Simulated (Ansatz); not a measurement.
# BAs: the cost of one run

Program: Ansatz 0.2.0. Level of theory: DFT, PBEsol, plane-wave PAW, default files, scalar-relativistic, frozen cores. These are calculated values, not measurements.

## (1) The system as given

Symmetry: F-43m, No. 216, cubic system. The conventional cell has a = 4.777 Å, b = 4.777 Å, c = 4.777 Å, α = 90.00°, β = 90.00°, γ = 90.00°. Around B (site symmetry -43m) lie 4 As at 2.07 Å. Around As (site symmetry -43m) lie 4 B at 2.07 Å.

Structure file:

```cif
data_structure
_symmetry_space_group_name_H-M 'P 1'
_symmetry_Int_Tables_number 1
_cell_length_a 3.3778
_cell_length_b 3.3778
_cell_length_c 3.3778
_cell_angle_alpha 60.000
_cell_angle_beta 60.000
_cell_angle_gamma 60.000
_cell_volume 27.25
loop_
_atom_site_label
_atom_site_type_symbol
_atom_site_fract_x
_atom_site_fract_y
_atom_site_fract_z
_atom_site_occupancy
B1 B 0.00000 0.00000 0.00000 1
As1 As 0.25000 0.25000 0.25000 1
```

The earlier run gave: gap on the mesh 1.20 eV, largest force 0.000 eV/Å, pressure 2.8 GPa.

Like atoms gathered into sites:

| site | atoms | first shell | V_zz (10²¹ V/m²) | η | C_Q (MHz) |
| --- | --- | --- | --- | --- | --- |
| B | 1 | 4 As at 2.07 Å | 0.00 | – | 0 (¹¹B) |
| As | 2 | 4 B at 2.07 Å | 0.00 | – | 0 (⁷⁵As) |

C_Q = eQV_zz/h, which is 24.18 MHz for Q = 1 b and V_zz = 10²¹ V/m²; η = (V_xx − V_yy)/V_zz. Quadrupole moments are those of Pyykkö's year-2017 table.

## (2) Functional PBEsol at the relaxed positions

input.yaml

```yaml
crystal:
  lattice:
    - [0.0, 2.3885, 2.3885]
    - [2.3885, 0.0, 2.3885]
    - [2.3885, 2.3885, 0.0]
  atoms:
    - { symbol: B, position: [0.0, 0.0, 0.0] }
    - { symbol: As, position: [0.25, 0.25, 0.25] }
kpoints:
  mp_grid: { grid: [16, 16, 16] }
scf:
  occupations: { method: fermi_dirac, width: 0.02 }
hamiltonian:
  xc: pbesol
  pseudopotentials: { kind: paw, frozen_core: stored }
output:
  forces: true
  stress: true
  populations: true
  efg: { quadrupole_moments_barn: { B: 0.04059, As: 0.311 } }
  write_density: true
  write_potential: true
  elf: true
  volumetric_format: npy
```

Command:

```
> ansatz run input.yaml --threads 1 --pin off --max-ram 3072MiB --backend cpu --events-out ev --progress --plain --runs-dir out
```

Q: Estimate wall time and peak memory on 1 thread of Intel Xeon at 2.50GHz (Skylake/Cascade Lake), shared host.

About 18 s, with a peak of 0.38 GiB.
